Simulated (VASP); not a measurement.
# SnSe (P6_3/mmc) in VASP: notebook

One crystal, SnSe, is run at these levels: PBE, r2SCAN; tasks: single point.

Everything below comes from runs of VASP 6.6.1. Logs are shortened: lines on timing, memory, paths and dates and some standing lists are left out, and cuts for length are marked.

## (1) The crystal as given

The structure is hexagonal, space group P6_3/mmc (No. 194). The conventional cell has a = 4.138 Å, b = 4.138 Å, c = 7.484 Å, α = 90.00°, β = 90.00°, γ = 120.00°. Around Sn (site symmetry -3m) lie 6 Se at 3.03 Å. Around Se (site symmetry -6m2) lie 6 Sn at 3.03 Å.

The cell was built by a generator and needn't be a form met in nature.

## (2) Single point, PBE

INCAR

```
SYSTEM = SnSe
PREC     = Accurate       ! precision mode
ENCUT    = 520            ! plane-wave cutoff, eV
EDIFF    = 1E-6           ! SCF threshold, eV
ISMEAR   = -1             ! smearing method
SIGMA    = 0.02           ! smearing width, eV
LREAL    = .False.        ! projectors in reciprocal space
LASPH    = .True.         ! aspherical terms in the spheres
NELM     = 100            ! most SCF steps
ALGO     = Normal         ! electronic algorithm
ISIF     = 2              ! what is computed and relaxed
LWAVE    = .False.        ! write WAVECAR
LCHARG   = .True.         ! write CHGCAR
GGA      = PE             ! functional
LELF     = .True.         ! ELF
LVHAR    = .True.       
NBANDS   = 28             ! bands
```

KPOINTS

```
Automatic mesh
0
Gamma
  6 6 4
  0 0 0
```

POSCAR

```
SnSe
1.0
    4.1382210466      0.0000000000      0.0000000000
   -2.0691105233      3.5838045528      0.0000000000
    0.0000000000      0.0000000000      7.4840920919
Sn Se
2 2
Direct
    0.0000000000      0.0000000000      0.0000000000
    0.0000000000      0.0000000000      0.5000000000
    0.3333333333      0.6666666667      0.2500000000
    0.6666666667      0.3333333333      0.7500000000
```

Potentials or basis: VASP PAW PBE potentials, release 64 (Sn_d, Se).

Run with:

```sh
cat potpaw_PBE.64/Sn_d/POTCAR potpaw_PBE.64/Se/POTCAR > POTCAR
mpirun -np 1 vasp_std > vasp.out
```

OUTCAR:

```text
SYSTEM = SnSe
   PREC = Accurate
   ENCUT = 520
   EDIFF = 1E-6
   ISMEAR = -1
   LREAL = .False.
   LASPH = .True.
   NELM = 100
   ISIF = 2
   GGA = PE

 ion  position               nearest neighbor table
   1  0.000  0.000  0.000-   3 3.03   4 3.03   3 3.03   4 3.03   4 3.03   3 3.03   2 3.74   2 3.74

   2  0.000  0.000  0.500-   3 3.03   4 3.03   3 3.03   4 3.03   4 3.03   3 3.03   1 3.74   1 3.74

   3  0.333  0.667  0.250-   1 3.03   2 3.03   1 3.03   2 3.03   1 3.03   2 3.03
   4  0.667  0.333  0.750-   1 3.03   2 3.03   1 3.03   2 3.03   1 3.03   2 3.03

  LATTYP: Found a hexagonal cell.
 ALAT       =     4.1382210466
 C/A-ratio  =     1.8085288359

  Lattice vectors:

 A1 = (   4.1382210466,   0.0000000000,   0.0000000000)
 A2 = (  -2.0691105233,   3.5838045528,   0.0000000000)
 A3 = (   0.0000000000,   0.0000000000,   7.4840920919)

Analysis of symmetry for initial positions (statically):
=====================================================================
 Subroutine PRICEL returns:
 Original cell was already a primitive cell.

 Routine SETGRP: Setting up the symmetry group for a
 hexagonal supercell.

 Subroutine GETGRP returns: Found 24 space group operations
 (whereof 12 operations were pure point group operations)
 out of a pool of 24 trial point group operations.

The static configuration has the point symmetry D_3d.
 The point group associated with its full space group is D_6h.

Analysis of symmetry for dynamics (positions and initial velocities):
=====================================================================
 Subroutine PRICEL returns:
 Original cell was already a primitive cell.

 Routine SETGRP: Setting up the symmetry group for a
 hexagonal supercell.

 Subroutine GETGRP returns: Found 24 space group operations
 (whereof 12 operations were pure point group operations)
 out of a pool of 24 trial point group operations.

The dynamic configuration has the point symmetry D_3d.
 The point group associated with its full space group is D_6h.

 Subroutine INISYM returns: Found 24 space group operations
 (whereof 12 operations are pure point group operations),
 and found     1 'primitive' translations

----------------------------------------------------------------------------------------

                                     Primitive cell

  volume of cell :     110.9934

  direct lattice vectors                    reciprocal lattice vectors
     4.138221047  0.000000000  0.000000000     0.241649730  0.139516537  0.000000000
    -2.069110523  3.583804553  0.000000000     0.000000000  0.279033074  0.000000000
     0.000000000  0.000000000  7.484092092     0.000000000  0.000000000  0.133616742

  length of vectors
     4.138221047  4.138221047  7.484092092     0.279033074  0.279033074  0.133616742

  position of ions in fractional coordinates (direct lattice)
     0.000000000  0.000000000  0.000000000
     0.000000000  0.000000000  0.500000000
     0.333333333  0.666666667  0.250000000
     0.666666667  0.333333333  0.750000000

  ion indices of the primitive-cell ions
   primitive index   ion index
                 1           1
                 2           2
                 3           3
                 4           4

----------------------------------------------------------------------------------------

 KPOINTS: Automatic mesh

Automatic generation of k-mesh.
 Grid dimensions read from file:
 generate k-points for:    6    6    4

 Generating k-lattice:

  Cartesian coordinates                     Fractional coordinates (reciprocal lattice)
     0.040274955  0.023252756  0.000000000     0.166666667 -0.000000000  0.000000000
     0.000000000  0.046505512  0.000000000     0.000000000  0.166666667  0.000000000
     0.000000000  0.000000000  0.033404185     0.000000000  0.000000000  0.250000000

  Length of vectors
     0.046505512  0.046505512  0.033404185

  Shift w.r.t. Gamma in fractional coordinates (k-lattice)
     0.000000000  0.000000000  0.000000000

 Subroutine IBZKPT returns following result:
 ===========================================

 Found     21 irreducible k-points:

 Following reciprocal coordinates:
            Coordinates               Weight
  0.000000  0.000000  0.000000      1.000000
  0.166667  0.000000  0.000000      6.000000
  0.333333  0.000000  0.000000      6.000000
  0.500000  0.000000  0.000000      3.000000
  0.166667  0.166667  0.000000      6.000000
  0.333333  0.166667  0.000000     12.000000
[... 13 lines left out ...]
  0.333333  0.166667  0.500000     12.000000
  0.333333  0.333333  0.500000      2.000000
   k-points           NKPTS =     21   k-points in BZ     NKDIM =     21   number of bands    NBANDS=     28
   number of dos      NEDOS =    301   number of ions     NIONS =      4
   total plane-waves  NPLWV =  57344
   dimension x,y,z NGX =    32 NGY =   32 NGZ =   56
   dimension x,y,z NGXF=    64 NGYF=   64 NGZF=  112
   ions per type =               2   2
   NGX,Y,Z   is equivalent  to a cutoff of  12.86, 12.86, 12.44 a.u.
   NGXF,Y,Z  is equivalent  to a cutoff of  25.71, 25.71, 24.88 a.u.
 SYSTEM =  SnSe
   PREC   = accura    normal or accurate (medium, high low for compatibility)
   ISTART =      0    job   : 0-new  1-cont  2-samecut
   ICHARG =      2    charge: 1-file 2-atom 10-const
   ISPIN  =      1    spin polarized calculation?
   LNONCOLLINEAR =      F non collinear calculations
   LSORBIT =      F    spin-orbit coupling
   LASPH  =      T    aspherical Exc in radial PAW
   ENCUT  =  520.0 eV  38.22 Ry    6.18 a.u.   7.69  7.69 13.92*2*pi/ulx,y,z
   NELM   =    100;   NELMIN=  2; NELMDL= -5     # of ELM steps
   EDIFF  = 0.1E-05   stopping-criterion for ELM
   LREAL  =      F    real-space projection
[... 7 lines left out ...]
   TEBEG  =    0.0;   TEEND  =   0.0 temperature during run
   PSTRESS=    0.0 pullay stress
   NELECT =      40.0000    total number of electrons
   NUPDOWN=      -1.0000    fix difference up-down
   EMIN   =  10.00;   EMAX   =-10.00  energy-range for DOS
   EFERMI =   0.00;   METHOD = LEGACY
   ISMEAR =    -1;   SIGMA  =   0.02  broadening in eV -4-tet -1-fermi 0-gaus
   EFERMI_NEDOS =   21; number of points for ismear=-14 and -15
   IALGO  =     38    algorithm
   IMIX   =      4    mixing-type and parameters
     AMIX     =   0.40;   BMIX     =  1.00
     AMIX_MAG =   1.60;   BMIX_MAG =  1.00
  volume/ion in A,a.u.               =      27.75       187.26
  Fermi-wavevector in a.u.,A,eV,Ry     =   1.165009  2.201547 18.466439  1.357245
  Thomas-Fermi vector in A             =   2.301540
   LORBIT       =      0    0 simple, 1 ext, 2 COOP (PROOUT), +10 PAW based schemes
   GGA     = PE    functional components
[... 5 lines left out ...]
 non-spin polarized calculation
  energy-cutoff  :      520.00
  volume of cell :      110.99
 maximum number of plane-waves:      3016
 NGX is ok and might be reduce to    32
   NGX = 15   NGY = 15   NGZ = 27

 number of electron      40.0000017 magnetization

 Free energy of the ion-electron system (eV)
  ---------------------------------------------------
  ext. energy  EPLUGINS =         0.00000000
  ---------------------------------------------------
  free energy    TOTEN  =       -16.19818344 eV

  energy without entropy =      -16.19661316  energy(sigma->0) =      -16.19739830

 E-fermi :   5.4821     XC(G=0):  -9.5098

 val. band max:        5.4629178049   @ k =   0.0000   0.0000   0.0000
 cond. band min:       5.5259419498   @ k =   0.3333   0.3333   0.5000
 fundamental gap:      0.0630241449
 Fermi energy:         5.4820551090

 k-point     1 :       0.0000    0.0000    0.0000
  band No.  band energies     occupation
      1     -16.2679      2.00000
      2     -16.2529      2.00000
      3     -16.2529      2.00000
      4     -16.2490      2.00000
      5     -16.2490      2.00000
      6     -16.2393      2.00000
[... 20 lines left out ...]
     27      10.5349      0.00000
     28      12.1306      0.00000

 k-point     2 :       0.1667    0.0000    0.0000
  band No.  band energies     occupation
      1     -16.2658      2.00000
      2     -16.2553      2.00000
      3     -16.2498      2.00000
      4     -16.2486      2.00000
      5     -16.2444      2.00000
      6     -16.2427      2.00000
[... 20 lines left out ...]
     27      10.5314      0.00000
     28      11.1143      0.00000

 k-point     3 :       0.3333    0.0000    0.0000
  band No.  band energies     occupation
      1     -16.2665      2.00000
      2     -16.2590      2.00000
      3     -16.2520      2.00000
      4     -16.2459      2.00000
      5     -16.2442      2.00000
      6     -16.2358      2.00000
[... 20 lines left out ...]
     27      10.5782      0.00000
     28      12.8379      0.00000

 k-point     4 :       0.5000    0.0000    0.0000
  band No.  band energies     occupation
      1     -16.2704      2.00000
      2     -16.2591      2.00000
      3     -16.2534      2.00000
      4     -16.2457      2.00000
      5     -16.2444      2.00000
      6     -16.2315      2.00000
[... 485 lines left out ...]
     27      11.1498      0.00000
     28      11.1498      0.00000

 k-point    20 :       0.3333    0.1667    0.5000
  band No.  band energies     occupation
      1     -16.2548      2.00000
      2     -16.2548      2.00000
      3     -16.2409      2.00000
      4     -16.2409      2.00000
      5     -16.2384      2.00000
      6     -16.2384      2.00000
[... 20 lines left out ...]
     27      11.8260      0.00000
     28      11.8260      0.00000

 k-point    21 :       0.3333    0.3333    0.5000
  band No.  band energies     occupation
      1     -16.2494      2.00000
      2     -16.2494      2.00000
      3     -16.2432      2.00000
      4     -16.2432      2.00000
      5     -16.2368      2.00000
      6     -16.2368      2.00000
[... 20 lines left out ...]
     27      12.5604      0.00000
     28      12.5604      0.00000

------------------------ aborting loop because EDIFF is reached ----------------------------------------

  FORCE on cell =-STRESS in cart. coord.  units (eV):
  Direction    XX          YY          ZZ          XY          YZ          ZX
  --------------------------------------------------------------------------------------
  -------------------------------------------------------------------------------------
  Total        0.6749614      0.6749614      0.5353124      0.0000000      0.0000000      0.0000000
  in kB        9.7429936      9.7429936      7.7271758      0.0000000      0.0000000      0.0000000
  external PRESSURE =       9.0710543 kB  Pullay stress =       0.0000000 kB

 VOLUME and BASIS-vectors are now :
 -----------------------------------------------------------------------------
  energy-cutoff  :      520.00
  volume of cell :      110.99
      direct lattice vectors                 reciprocal lattice vectors
     4.138221047  0.000000000  0.000000000     0.241649730  0.139516537  0.000000000
    -2.069110523  3.583804553  0.000000000     0.000000000  0.279033074  0.000000000
     0.000000000  0.000000000  7.484092092     0.000000000  0.000000000  0.133616742

 POSITION                                       TOTAL-FORCE (eV/Angst)
 -----------------------------------------------------------------------------------
      0.00000      0.00000      0.00000        -0.000000      0.000000      0.000000
      0.00000      0.00000      3.74205        -0.000000      0.000000      0.000000
     -0.00000      2.38920      1.87102        -0.000000     -0.000000     -0.000000
      2.06911      1.19460      5.61307         0.000000      0.000000      0.000000
 -----------------------------------------------------------------------------------
    total drift:                                0.000000     -0.000000      0.000000

  FREE ENERGIE OF THE ION-ELECTRON SYSTEM (eV)
  ---------------------------------------------------
  free  energy   TOTEN  =       -16.1981834405 eV

  energy  without entropy=      -16.1966131573  energy(sigma->0) =      -16.19739830
```

It took 33 s on 1 thread of AMD EPYC 9R45 (Zen 5), shared host; peak memory 0.22 GiB.

What came out:

```yaml
Free_energy: -16.1982 eV
Pressure: 0.9 GPa
Band_gap_on_the_k_mesh: none (metal or under the smearing width)
```

## (3) Single point, r2SCAN

POSCAR is that of step 2.

INCAR.step1

```
ALGO = Normal ; EDIFF = 1E-4
ENCUT = 520 ; GGA = PE
ISMEAR = -1 ; LASPH = True
LCHARG = False ; LREAL = False
LWAVE = True ; NBANDS = 28
NELM = 100 ; PREC = Accurate
SIGMA = 0.02
```

INCAR.step2

```
ALGO = Normal ; EDIFF = 1E-6
ENCUT = 520 ; ISIF = 2
ISMEAR = -1 ; ISTART = 1
LASPH = True ; LCHARG = False
LMIXTAU = True ; LREAL = False
LWAVE = False ; METAGGA = R2SCAN
NBANDS = 28 ; NELM = 100
PREC = Accurate ; SIGMA = 0.02
```

KPOINTS

```
k-points
0
Gamma
  6 6 4
```

Potentials or basis: VASP PAW PBE potentials, release 64 (Sn_d, Se).

Run with:

```sh
cat potpaw_PBE.64/Sn_d/POTCAR potpaw_PBE.64/Se/POTCAR > POTCAR
cp INCAR.step1 INCAR
mpirun -np 1 vasp_std > vasp.out
cp INCAR.step2 INCAR
mpirun -np 1 vasp_std > vasp.out
```

Run time: 2.6 min. Hardware: 1 thread of AMD EPYC 9R45 (Zen 5), shared host; peak memory 0.24 GiB.

The run converged. Its results:

```
Free energy            : -79.4738 eV
Pressure               : 0.0 GPa
Band gap on the k mesh : none (metal or under the smearing width)
```

Levels at points of the mesh, in eV from the Fermi level:
```csv
k point,band 17,band 18,band 19,band 20,band 21,band 22,band 23,band 24
"(0.00, 0.00, 0.00)",-2.32,-1.97,-1.97,0.12,1.15,2.79,2.79,2.86
"(0.50, 0.00, 0.00)",-3.65,-2.20,-1.90,-0.72,-0.05,1.24,2.03,3.85
"(0.00, 0.00, 0.50)",-2.14,-2.14,-1.44,-1.44,2.69,2.69,2.69,2.69
"(0.50, 0.00, 0.50)",-3.08,-3.08,-2.99,-2.99,2.22,2.22,2.87,2.87
```

Caveat: the PAW data sets were made with another functional, which shifts forces and pressure a little.
